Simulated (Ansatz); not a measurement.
Stackings of close-packed layers of MgO (tetrahedral net, letters for double layers), each relaxed to a stress under 0.05 GPa; h and k mark layers whose two neighbours have the same or different letters; energies count from the stacking AB (P6_3mc).

These are results of Ansatz, DFT PBE, scalar-relativistic, plane waves, PAW, not measurements.

Cutoff 420 eV, Gaussian smearing of 0.02 eV, energies at zero smearing, symmetry of each start kept, no spin polarisation.

```csv
start,atoms,k mesh,excess energy (meV/atom),spacing of like layers (Å),a (Å),gap on the mesh (eV)
ABC (kkk),6,12×12×3,33.2,2.663,3.262,3.48
ABACAB (hhkhkh),12,12×12×2,13.0,2.612,3.289,3.45
ABCBACAB (hkhkkhkh),16,12×12×1,18.6,2.628,3.280,3.45
ABCBCBCAB (hkhhhhkkh),18,12×12×1,13.0,2.611,3.289,3.43
ABABCABCBC (khhkkkkhhk),20,12×12×1,21.7,2.636,3.276,3.43
```

An odd mesh misses points on the zone edge, so a gap read on it can be too wide.

The reference crystal is the wurtzite form of MgO, which isn't its usual structure.

Cost: 5 runs of about 49 core-minutes in all, on AMD EPYC (Zen 3) (shared hosts).